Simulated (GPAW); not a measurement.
**Sb: band structure with r2SCAN**

Crystal: Sb.

```
CELL_PARAMETERS angstrom
-4.03001 4.03001 2.02549
4.03001 -4.03001 2.02549
4.03001 4.03001 -2.02549
ATOMIC_POSITIONS crystal
Sb 0.65126 0.15126 0.80253
Sb 0.15126 0.34874 0.50000
Sb 0.34874 0.84874 0.19747
Sb 0.84874 0.65126 0.50000
```

This isn't the form of Sb at room conditions, which is rhombohedral.

```
Program             : GPAW 26.7.0
Task                : band structure
Functional          : r2SCAN
Potentials or basis : GPAW PAW data sets (gpaw-data 1.2.1)
Cutoff              : 600 eV
Basis               : pw
k mesh              : 5 × 5 × 5
Occupations         : fermi-dirac, width 0.05 eV
Spin                : no spin polarisation
Maxiter             : 150
Band path           : GXMGZPNZ1M,XP
Band points         : 80
```

```yaml
Pressure: 0.5 GPa
Largest_force: 0.068 eV/Å
Band_gap_along_the_path: none (metal or under the smearing width)
```

Forces on the atoms (eV/Å):
```
Sb  -0.048 -0.048  0.000
Sb   0.048 -0.048  0.000
Sb   0.048  0.048  0.000
Sb  -0.048  0.048  0.000
```

Stress tensor (GPa, compression positive):
```
0.78 0.00 0.00
0.00 0.78 0.00
0.00 0.00 0.02
```

Levels at the corners of the path, in eV from the Fermi level:
```csv
point,band 26,band 27,band 28,band 29,band 30,band 31,band 32,band 33,band 34,band 35
Γ,-1.79,-1.20,-1.14,-1.14,-1.12,-1.12,-0.29,2.81,2.81,3.47
X,-2.56,-2.55,-2.48,-1.15,0.18,0.30,2.04,2.19,3.00,3.34
M,-3.16,-1.54,-1.54,0.22,0.71,1.82,1.98,1.98,2.22,2.22
Γ,-1.79,-1.20,-1.14,-1.14,-1.12,-1.12,-0.29,2.81,2.81,3.47
Z,-3.15,-3.04,-3.04,-0.96,-0.25,-0.25,0.09,1.02,3.62,4.14
P,-4.11,-4.03,-4.03,-0.95,-0.95,0.05,0.05,2.98,2.98,3.26
N,-5.27,-2.39,-2.39,-1.22,-1.22,-0.55,-0.55,2.78,2.78,4.87
Z1,-3.15,-3.04,-3.04,-0.96,-0.25,-0.25,0.09,1.02,3.62,4.14
M,-3.16,-1.54,-1.54,0.22,0.71,1.82,1.98,1.98,2.22,2.22
X,-2.56,-2.55,-2.48,-1.15,0.18,0.30,2.04,2.19,3.00,3.34
P,-4.11,-4.03,-4.03,-0.95,-0.95,0.05,0.05,2.98,2.98,3.26
```

Wall time 28 min on 1 thread of Arm Neoverse V2 (shared host), peak memory 0.89 GiB.

Caveat: the PAW data sets were made with another functional, which shifts forces and pressure a little; spin-orbit coupling is left out, which moves the levels of the heavy elements; the program warned that so skewed a cell can give wrong results.
